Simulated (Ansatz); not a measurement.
## NiGe: do energies and stresses tell the same story?

Theory: DFT PBEsol, scalar-relativistic, plane waves, PAW (Ansatz).

Cutoff 420 eV; k points 8×10×6 on the computed 8-atom cell (Γ-centred); Gaussian smearing, width 0.10 eV; no spin polarisation.

Relaxed cell: Pnma, a = 5.311 Å, b = 3.440 Å, c = 5.739 Å, α = 90.00°, β = 90.00°, γ = 90.00°, 8 atoms in the primitive cell.

Energies at zero smearing and pressures from the stress tensor, at volumes with shape and atoms relaxed:
| V (Å³/atom) | E − E(first) (meV/atom) | P (GPa) |
| --- | --- | --- |
| 11.534 | 0.00 | 26.65 |
| 11.927 | -54.67 | 18.17 |
| 12.320 | -90.23 | 11.05 |
| 12.713 | -109.74 | 5.05 |
| 13.106 | -115.72 | 0.00 |
| 13.500 | -110.31 | -4.24 |
| 13.893 | -95.41 | -7.75 |
| 14.417 | -63.51 | -11.53 |

Check P = −dE/dV between neighbouring volumes, and get the bulk modulus from the pressures alone.

With 1 eV/Å³ = 160.2 GPa:
```tsv
middle V (Å³/atom)	−ΔE/ΔV (GPa)	mean P (GPa)
11.730	22.279	22.409
12.123	14.486	14.609
12.517	7.953	8.049
12.910	2.437	2.524
13.303	-2.205	-2.119
13.696	-6.071	-5.992
14.155	-9.749	-9.638
```

The two differ by 0.13 GPa at most. The mean of two end pressures misses the average over a step by about ΔV² P″/12, up to 0.12 GPa here; with that taken off 0.03 GPa remains. The stress is the derivative of the free energy, not of the energy at zero smearing, and with free energies 0.01 GPa remains. Around V = 13.106 Å³/atom, the two neighbours give B = −V ΔP/ΔV = 13.106 × 9.29 / 0.786 = 154.8 GPa, against B0 = 153.4 GPa from the Birch–Murnaghan fit of the energies.

A ferromagnetic start lost its moments in a first run, so spin was left out; other magnetic orders weren't tried.

The energies and stresses describe the same equation of state. The close agreement once free energies are used suggests that Pulay stress from the finite plane-wave basis is very small over this range. The slightly higher bulk modulus from the pressures, 154.8 against 153.4 GPa, needn't signal a conflict: a central difference over finite steps overestimates the slope when the curvature of P(V) grows on compression, which probably accounts for much of the gap.

Physically, pressure rises faster on compression than it falls on expansion because Pauli repulsion and electronic kinetic energy grow steeply as the atoms approach, while the cohesive forces change more gently. The considerable stiffness fits a metallic germanide in which Ni 3d–Ge 4p hybridisation adds directional bonding to the metallic cohesion. The agreement supports the numerical soundness of the equation of state, but it can't test the functional, whose errors would enter energy and stress alike.
